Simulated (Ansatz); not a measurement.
**Al2O3 (P-3m1): cell relaxations under several functionals**

A script is to give cell relaxations under several functionals; the system is Al2O3 (P-3m1).

Program: the Python package of Ansatz 0.2.0. The levels of theory stand in the script. These are calculated values, not measurements.

## Step 1: The structure

The structure is trigonal, space group P-3m1 (No. 164). Conventional cell: a = 3.017 Å, b = 3.017 Å, c = 7.575 Å, α = 90.00°, β = 90.00°, γ = 120.00°. Around Al (site symmetry 3m) lie 4 O at 1.68 to 1.84 Å. O (site symmetry 3m) has 3 Al at 1.84 Å as nearest neighbours. O (site symmetry -3m) is surrounded by 2 Al at 1.68 Å.

The script holds or builds the structure itself.

## Step 2: The code

run_lattice.py reads:

```python
"""Relaxed cell of Al2O3 under several functionals."""

import ansatz as az
import numpy as np

def edges_and_angles(cell):
    cell = np.asarray(cell)
    a, b, c = np.linalg.norm(cell, axis=1)
    cosines = cell[1] @ cell[2] / (b * c), cell[0] @ cell[2] / (a * c), cell[0] @ cell[1] / (a * b)
    return (a, b, c, *np.degrees(np.arccos(cosines)))


def main() -> None:
    cell = (
        az.Lattice.of((3.01748, 0.0, 0.0), (-1.50874, 2.61322, 0.0), (0.0, 0.0, 7.57464))
        .atom("Al", (0.0, 0.0, 0.27795))
        .atom("Al", (0.0, 0.0, 0.72205))
        .atom("O", (1 / 3, 2 / 3, 0.19945))
        .atom("O", (2 / 3, 1 / 3, 0.80055))
        .atom("O", (0.0, 0.0, 0.5))
    )

    calculation = (
        cell.calculation()
        .occupations("Fixed")
        .kpoints(mesh=(12, 12, 4))
        .relax(cell=True, force_tolerance=0.01)
    )

    levels = [("pbesol", "d3bj"), ("blyp", "d3bj"), ("pbesol", "none")]
    print("level            a       b       c    alpha   beta  gamma  V/atom  steps")
    for name, dispersion in levels:
        seen = []
        run = calculation.functional(name, dispersion=dispersion).session().plan()
        done = run.execute(on_event=lambda e: seen.append(e) if e["event"] == "relax_step" else None)
        cell = done.lattice.cell_ang
        label = name if dispersion == "none" else f"{name}+{dispersion}"
        print("{:13s} {:7.4f} {:7.4f} {:7.4f} {:6.2f} {:6.2f} {:6.2f}".format(label, *edges_and_angles(cell)), f"{abs(np.linalg.det(cell)) / len(done.lattice.sites):7.3f} {len(seen):5d}")


if __name__ == "__main__":
    main()
```

## Step 3: The run

Launch:

```sh
python run_lattice.py
```

**Question.** Rank the levels of theory by the volume of the relaxed cell.

The runs gave:

| quantity | value |
| --- | --- |
| runs compared | 3 |
| relaxed volume | 11.22 (pbesol d3bj) to 12.33 Å³/atom (pbesol) |
| gap on the mesh | 2.40 (run 3) to 2.63 eV (run 2) |

**Reading.** From smallest to largest: PBEsol+D3BJ (11.22 Å³ an atom, -6.1 % against the start), BLYP+D3BJ (11.24 Å³ an atom, -5.9 % against the start) and PBEsol (12.33 Å³ an atom, +3.2 % against the start). The spread is 9.9 % in volume. In run 1, the volume shrank by 6.1 % over 7 moves, and the space group stayed P-3m1. In run 3, the volume grew by 3.2 % over 10 moves, and the space group stayed P-3m1. This cell is a computed structure, which may not be the phase found in nature.
